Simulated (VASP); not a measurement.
# BaF2 (strained fluorite), r²SCAN single-point calculation: VASP's output and Ansatz's

POSCAR

```
Ba F
 1.0000000000000000
     0.0000000000000000    3.0352204964000000    3.0352204964000000
     3.0352204964000000    0.0000000000000000    3.0352204964000000
     3.0352204964000000    3.0352204964000000    0.0000000000000000
 Ba  F
   1   2
Cartesian
  0.0000000000000000  0.0000000000000000  0.0000000000000000
  1.5176102481999998  1.5176102481999998  1.5176102481999998
  4.5528307445999996  4.5528307445999996  4.5528307445999996
```

VASP ran with the recommended PBE PAW datasets (24 valence electrons in the cell).

From OUTCAR

```
k-points           NKPTS =     29   k-points in BZ     NKDIM =     29   number of bands    NBANDS=     19

   NELECT =      24.0000    total number of electrons

   dimension x,y,z NGX =    32 NGY =   32 NGZ =   32
   dimension x,y,z NGXF=    64 NGYF=   64 NGZF=   64

  energy-cutoff  :      520.00
  volume of cell :       55.92
      direct lattice vectors                 reciprocal lattice vectors
     0.000000000  3.035220496  3.035220496    -0.164732678  0.164732678  0.164732678
     3.035220496  0.000000000  3.035220496     0.164732678 -0.164732678  0.164732678
     3.035220496  3.035220496  0.000000000     0.164732678  0.164732678 -0.164732678

 k-points in reciprocal lattice and weights: KPOINTS created by Atomic Simulation Env
   0.00000000  0.00000000  0.00000000       0.002
   0.12500000  0.00000000  0.00000000       0.016
   0.25000000  0.00000000  0.00000000       0.016
   0.37500000  0.00000000  0.00000000       0.016
   0.50000000  0.00000000  0.00000000       0.008
   0.12500000  0.12500000  0.00000000       0.012
   0.25000000  0.12500000  0.00000000       0.047
   0.37500000  0.12500000  0.00000000       0.047
   ...

 E-fermi :  -2.1652

 k-point     1 :       0.0000    0.0000    0.0000
  band No.  band energies     occupation
      1     -25.8619      2.00000
      2     -22.5173      2.00000
      3     -22.2367      2.00000
      4     -10.0583      2.00000
      5     -10.0583      2.00000
      6     -10.0583      2.00000
      7      -4.0067      2.00000
      8      -4.0067      2.00000
      9      -4.0067      2.00000
     10      -2.4361      2.00000
     11      -2.4361      2.00000
     12      -2.4361      2.00000
     13       5.2755      0.00000
     14       7.8117      0.00000
     15       7.8117      0.00000
     16      10.4774      0.00000
     17      10.4774      0.00000
     18      10.4774      0.00000
     19      14.2963      0.00000

 k-point     2 :       0.1250    0.0000    0.0000
  band No.  band energies     occupation
      1     -25.8126      2.00000
      2     -22.5349      2.00000
      3     -22.2973      2.00000
      4     -10.0965      2.00000
      5     -10.0909      2.00000
      6     -10.0909      2.00000
      7      -3.9316      2.00000
      8      -3.9316      2.00000
      9      -3.8138      2.00000
     10      -2.5499      2.00000
     11      -2.4549      2.00000
     12      -2.4549      2.00000
     13       5.6369      0.00000
     14       7.7965      0.00000
     15       7.7965      0.00000
     16      10.2692      0.00000
     17      10.4880      0.00000
     18      10.4880      0.00000
     19      13.5948      0.00000

 k-point     3 :       0.2500    0.0000    0.0000
  band No.  band energies     occupation
      1     -25.6853      2.00000
      2     -22.5963      2.00000
      3     -22.4322      2.00000
      4     -10.1772      2.00000
      5     -10.1669      2.00000
      6     -10.1669      2.00000
      7      -3.7630      2.00000
      8      -3.7630      2.00000
      9      -3.3518      2.00000
     10      -2.7810      2.00000
     11      -2.4855      2.00000
     12      -2.4855      2.00000
     13       6.4537      0.00000
     14       7.7764      0.00000
     15       7.7764      0.00000
     16       9.7623      0.00000
     17      10.5297      0.00000
     18      10.5297      0.00000
     19      12.6374      0.00000

 k-point     4 :       0.3750    0.0000    0.0000
  band No.  band energies     occupation
      1     -25.5431      2.00000
      2     -22.7231      2.00000
      3     -22.5170      2.00000
      4     -10.2447      2.00000
      5     -10.2393      2.00000
      6     -10.2393      2.00000
      7      -3.6194      2.00000
      8      -3.6194      2.00000
      9      -3.0050      2.00000
     10      -2.8490      2.00000
     11      -2.4875      2.00000
     12      -2.4875      2.00000
     13       7.2472      0.00000
     14       7.7765      0.00000
     15       7.7765      0.00000
     16       8.9474      0.00000
     17      10.6003      0.00000
     18      10.6003      0.00000
     19      12.7451      0.00000

 k-point     5 :       0.5000    0.0000    0.0000
  band No.  band energies     occupation
      1     -25.4785      2.00000
      2     -22.7953      2.00000
      3     -22.5380      2.00000
      4     -10.2693      2.00000
      5     -10.2683      2.00000
      6     -10.2683      2.00000
      7      -3.5698      2.00000
      8      -3.5698      2.00000
      9      -3.0523      2.00000
     10      -2.6735      2.00000
     11      -2.4774      2.00000
     12      -2.4774      2.00000
     13       7.7818      0.00000
     14       7.7818      0.00000
     15       8.0132      0.00000
     16       8.0240      0.00000
     17      10.6413      0.00000
     18      10.6413      0.00000
     19      13.3388      0.00000

 ...

  Total        1.9626644      1.9626644      1.9626644     -0.0000000      0.0000000      0.0000000
  in kB       56.2284212     56.2284212     56.2284212     -0.0000000      0.0000000      0.0000000
  external PRESSURE =      56.2284212 kB  Pullay stress =       0.0000000 kB

 POSITION                                       TOTAL-FORCE (eV/Angst)
 -----------------------------------------------------------------------------------
      0.00000      0.00000      0.00000         0.000000      0.000000      0.000000
      1.51761      1.51761      1.51761        -0.000000     -0.000000     -0.000000
      4.55283      4.55283      4.55283        -0.000000      0.000000     -0.000000
 -----------------------------------------------------------------------------------
    total drift:                               -0.000000     -0.000000      0.000000

  FREE ENERGIE OF THE ION-ELECTRON SYSTEM (eV)
  ---------------------------------------------------
  free  energy   TOTEN  =       -44.9847246279 eV

  energy  without entropy=      -44.9847246279  energy(sigma->0) =      -44.98472463
```

Each program uses its own PAW datasets. VASP's cell holds 24 valence electrons and Ansatz's 24. Ansatz's stress includes a Pulay correction; VASP's doesn't.

Problem. What does Ansatz give for the same cell and level of theory?

Solution. gap between bands v and c 7.67 eV; least direct gap 7.82 eV; pressure 4.3 GPa.

Ansatz printed

```
SCF 1 converged in 6 iterations: F = -7590.677452 eV  dr2 = 7.87e-10
  greatest PAW one-centre occupation: 0.949 electrons in one spin orbital (limit 2), on the Ba atom at site 0 (counted from 0), in its partial waves of l = 0
NSCF: frozen V_eff on 7 k-points
SCF converged after 6 iterations
Free energy (F): -7590.677452 eV
Harris-Foulkes:  -7590.677452 eV  (|F-HF|=1.09e-9)
Internal energy: -7590.677452 eV  (E = F + TS)
E sigma→0 (E₀):  -7590.677452 eV
Fermi energy:    3.224206 eV
--- Per-component energies (eV) ---
  E_band       = -105.059924
  E_kinetic    = 589.312859
  E_local      = -1508.875739  (includes V_loc(G=0)·N_el)
  E_nonlocal   = 201.345252
  E_hartree    = 573.442565
  E_xc         = -318.660254
  E_vxc        = -384.307054  (∫ρ·V_xc dr)
  E_paw        = -5657.576352  (= ΣΔE_a)
  E_vpaw       = -173.949454  (= ΣTr[D̂ρ^β])
  E_aug_tail   = 0.002045  (compensation charges beyond the density's cutoff)
  E_vtau       = 24.527207  (kinetic-family band-sum trace: ∫τ·v_τ [+ j·A + Jᵃ·Aᵃ] dr)
  E_ewald      = -1469.675460
  E_core_change = 0.007633  (= ΣΔE_core)
  E_smearing   = -0.000000  (= −TS)
  E_closure    = 0.000000  (closes the sum)
  Σ components = -7590.677452   (vs F -7590.677452, Δ=0.00e0)
--- Forces (eV/Å), atoms counted from 1 ---
  atom   1  Ba    -0.00000000     0.00000000     0.00000000
  atom   2  F      0.00000000     0.00000000     0.00000000
  atom   3  F      0.00000000     0.00000000     0.00000000
  max |Σ_I F_I| component: 1.39e-17 eV/Å
--- Stress (GPa, compression-positive) ---
        4.288280       0.000000       0.000000
        0.000000       4.288280       0.000000
        0.000000       0.000000       4.288280
  P = ⅓ Tr σ = 4.2883 GPa (42.883 kbar)
--- Band table (eV; the first three rows and the last of 29) ---
  k-point 0: bands = ["-20.2101", "-16.9873", "-16.6688", "-4.4122", "-4.4122", "-4.4122", "1.5468", "1.5468", "1.5468", "3.0753", "3.0753", "3.0753", "10.8924", "13.4375", "13.4375", "16.0763"]
  k-point 1: bands = ["-20.1594", "-17.0037", "-16.7314", "-4.4515", "-4.4454", "-4.4454", "1.6204", "1.6204", "1.7356", "2.9684", "3.0597", "3.0597", "11.2507", "13.4126", "13.4126", "15.8475"]
  k-point 2: bands = ["-20.0278", "-17.0620", "-16.8732", "-4.5350", "-4.5226", "-4.5226", "1.7866", "1.7866", "2.1866", "2.7522", "3.0350", "3.0350", "12.0486", "13.3821", "13.3821", "15.2749"]
  k-point 28: bands = ["-19.6540", "-17.2346", "-17.2346", "-4.9583", "-4.5659", "-4.5659", "1.8937", "2.6548", "2.8267", "2.8530", "2.8530", "2.9116", "11.3427", "14.0467", "14.4030", "14.4030"]
```
